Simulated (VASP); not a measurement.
Crystal: Ba.

```xyz
3
Lattice="7.0687 0.0000 0.0000 -3.5343 6.1216 0.0000 0.0000 0.0000 4.3331" Properties=species:S:1:pos:R:3 pbc="T T T"
Ba    0.0000    0.0000    0.0000
Ba    0.0000    4.0811    2.1665
Ba    3.5343    2.0405    2.1665
```

The cell was built by a generator and needn't be a form met in nature.

| Quantity | Value |
| --- | --- |
| Program | VASP 6.6.1 |
| Task | relaxation of cell and atoms |
| Functional | BLYP |
| Potentials or basis | VASP PAW PBE potentials, release 64 (Ba_sv) |
| Cutoff | 600 eV |
| k mesh | 5 × 5 × 7 |
| Occupations | fermi-dirac, width 0.1 eV |
| Spin | no spin polarisation |

At the start: pressure 0.7 GPa; volume 62.50 Å³/atom.

Q: Where does the relaxation end?

A: Over 6 steps the energy falls by 13.5 meV/atom and the volume is 67.82 Å³/atom (+8.5 %); space group P6/mmm (No. 191, to 0.05 Å).

Step by step:
```
step  energy change (eV)  largest force (eV/Å)  pressure (GPa)  volume (Å³)
   1              0.0000                0.0000            0.72       187.50
   2             -0.0296                0.0000            0.34       195.24
   3             -0.0403                0.0000           -0.04       204.38
   4             -0.0403                0.0000           -0.02       203.90
   5             -0.0405                0.0000           -0.01       203.69
   6             -0.0405                0.0000            0.00       203.45
```

Final structure:
```
Ba
1.0
     7.33059    0.00000    0.00000
    -3.66530    6.34848    0.00000
     0.00000    0.00000    4.37176
Ba
3
Cartesian
  0.0000 0.0000 0.0000
  0.0000 4.2323 2.1859
  3.6653 2.1162 2.1859
```

Caveat: the PAW data sets were made with another functional, which shifts forces and pressure a little.
